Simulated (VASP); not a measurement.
Crystal: YN.

```xyz
2
Lattice="0.0000 2.4385 2.4385 2.4385 0.0000 2.4385 2.4385 2.4385 0.0000" Properties=species:S:1:pos:R:3 pbc="T T T"
Y     0.0000    0.0000    0.0000
N     2.4385    2.4385    2.4385
```

| Quantity | Value |
| --- | --- |
| Program | VASP 6.6.1 |
| Task | relaxation of cell and atoms |
| Functional | PBE |
| Potentials or basis | VASP PAW PBE potentials, release 64 (Y_sv, N) |
| Cutoff | 520 eV |
| k mesh | 9 × 9 × 9 |
| Occupations | gaussian, width 0.1 eV |
| Spin | no spin polarisation |

At the start: pressure 2.8 GPa; volume 14.50 Å³/atom.

Problem. Where does the relaxation end?

Solution. Over 3 steps the energy falls by 2.1 meV/atom and the volume is 14.75 Å³/atom (+1.7 %); space group Fm-3m (No. 225, to 0.05 Å).

Step by step:
```
step  energy change (eV)  largest force (eV/Å)  pressure (GPa)  volume (Å³)
   1              0.0000                0.0000            2.76        29.00
   2              0.0011                0.0000           -2.97        30.06
   3             -0.0042                0.0000           -0.01        29.50
```

Final structure:
```
CELL_PARAMETERS angstrom
0.00000 2.45233 2.45233
2.45233 0.00000 2.45233
2.45233 2.45233 0.00000
ATOMIC_POSITIONS crystal
Y 0.00000 0.00000 0.00000
N 0.50000 0.50000 0.50000
```
